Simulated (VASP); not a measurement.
Input of a VASP 6.6.1 run:

POSCAR

```
Cu
1.0
   -1.4427933200      1.4427933200      1.3760814500
    1.4427933200     -1.4427933200      1.3760814500
    1.4427933200      1.4427933200     -1.3760814500
Cu
1
Direct
    0.0000000000      0.0000000000      0.0000000000
```

File INCAR.step1:

```
ALGO = Normal
EDIFF = 1E-8
EDIFFG = -0.002
ENCUT = 600
IBRION = 2
ISIF = 3
ISMEAR = 1
LASPH = T
LCHARG = F
LMIXTAU = T
LREAL = F
LWAVE = F
METAGGA = R2SCAN
NELM = 100
NSW = 40
PREC = Accurate
SIGMA = 0.1
```

File INCAR.step2:

```
ALGO = Normal
EDIFF = 1E-8
ENCUT = 600
IBRION = 6
ISIF = 2
ISMEAR = 1
LASPH = T
LCHARG = F
LMIXTAU = T
LREAL = F
LWAVE = F
METAGGA = R2SCAN
NELM = 100
NFREE = 2
NSW = 1
POTIM = 0.015
PREC = Accurate
SIGMA = 0.1
```

The input KPOINTS:

```
k-points
0
Gamma
  10 10 10
```

Potentials or basis: VASP PAW PBE potentials, release 64 (Cu).

Launch:

```sh
$ cat potpaw_PBE.64/Cu/POTCAR > POTCAR
$ cp INCAR.step1 INCAR
$ mpirun -np 1 vasp_std > vasp.out
$ cp CONTCAR POSCAR
$ cp INCAR.step2 INCAR
$ mpirun -np 1 vasp_std > vasp.out
```

(1) Predict the space group after relaxing (to 0.05 Å).

(2) Estimate the relaxed cell.

(3) What does it give for the relaxed volume?

Answers

(1) I4/mmm (No. 139).

(2) a = 2.473 Å, b = 2.473 Å, c = 2.473 Å, α = 106.80°, β = 106.80°, γ = 114.95°.

(3) 11.56 Å³/atom.

Caveat: the PAW data sets were made with another functional, which shifts forces and pressure a little.
